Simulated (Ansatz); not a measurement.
# What strain does to SiO2 (fluorite)

SiO2 in the fluorite structure, relaxed with r2SCAN in the plane-wave code Ansatz. Space group Fm-3m (No. 225), cubic; a = 4.528 Å in the conventional setting, 7.74 Å³ an atom. Around Si lie 8 O at 1.96 Å; around O lie 4 Si at 1.96 Å.

The axes x, y and z are those of this cell:
```xyz
3
Lattice="0.0000 2.2642 2.2642 2.2642 0.0000 2.2642 2.2642 2.2642 0.0000" Properties=species:S:1:pos:R:3 pbc="T T T"
Si    0.0000    0.0000    0.0000
O     1.1321    1.1321    1.1321
O     3.3963    3.3963    3.3963
```

Unstrained: PBE gives a direct gap of 2.085 eV at X. The r2SCAN gap is direct at X: 2.712 eV. The HSE06 gap is direct at X: 3.595 eV. Meshes: PBE 10×10×10, r2SCAN 10×10×10, HSE06 6×6×6. Strains are changes of length per length. After each strain the atoms were relaxed again with r2SCAN within the symmetry that the strain leaves, so tilts or polar shifts that break it weren't tested; points keep the names that they have in the unstrained zone. One strained cell lies below the unstrained one, which is therefore a saddle: all changes count from an unstable reference. Note: simulated data, non-magnetic, for a generated structure that need not be the stable one.

Changes of the least gap in eV (an overlap counts as a negative gap):

| strain | volume change (%) | space group | PBE | r2SCAN | HSE06 | energy rise, r2SCAN (meV/atom) |
| --- | --- | --- | --- | --- | --- | --- |
| uniaxial +5.0 % along z | +5.0 | I4/mmm | -0.846 | -0.835 | -0.882 | 58.0 |
| isotropic -2.0 % on every length | -5.9 | Fm-3m | +0.057 | +0.079 | +0.091 | 28.6 |
| epitaxial +1.5 % in the plane normal to [111], free normal strain -4.72 % | -1.8 | R-3m | +0.156 | +0.167 | +0.177 | -9.6 |
| uniaxial -2.0 % along x | -2.0 | I4/mmm | -0.418 | -0.424 | -0.405 | 10.7 |

Uniaxial +5.0 % along z, other directions held. HSE06: the gap goes from 3.595 to 2.713 eV (-0.882 eV); it turns from direct (X) to indirect (X → Γ). Stress change with r2SCAN, compression positive: xx +3.91, yy +3.91, zz -45.85 GPa.

Isotropic -2.0 % on every length. HSE06: the gap goes from 3.595 to 3.686 eV (+0.091 eV). Stress change with r2SCAN, compression positive: xx +21.14, yy +21.14, zz +21.14 GPa. For HSE06, dE_g/d ln V = -1.5 eV over this step.

Epitaxial +1.5 % in the plane normal to [111], free normal strain -4.72 %. HSE06: the gap goes from 3.595 to 3.772 eV (+0.177 eV). Stress change with r2SCAN, compression positive: xx +6.78, yy +6.78, zz +6.78, xy -3.56, xz -3.56, yz -3.56 GPa.

Uniaxial -2.0 % along x, other directions held. HSE06: the gap goes from 3.595 to 3.190 eV (-0.405 eV). Stress change with r2SCAN, compression positive: xx +22.47, yy -1.31, zz -1.31 GPa.

The meshes of the hybrids are coarse, so their gaps aren't converged to the digits shown.
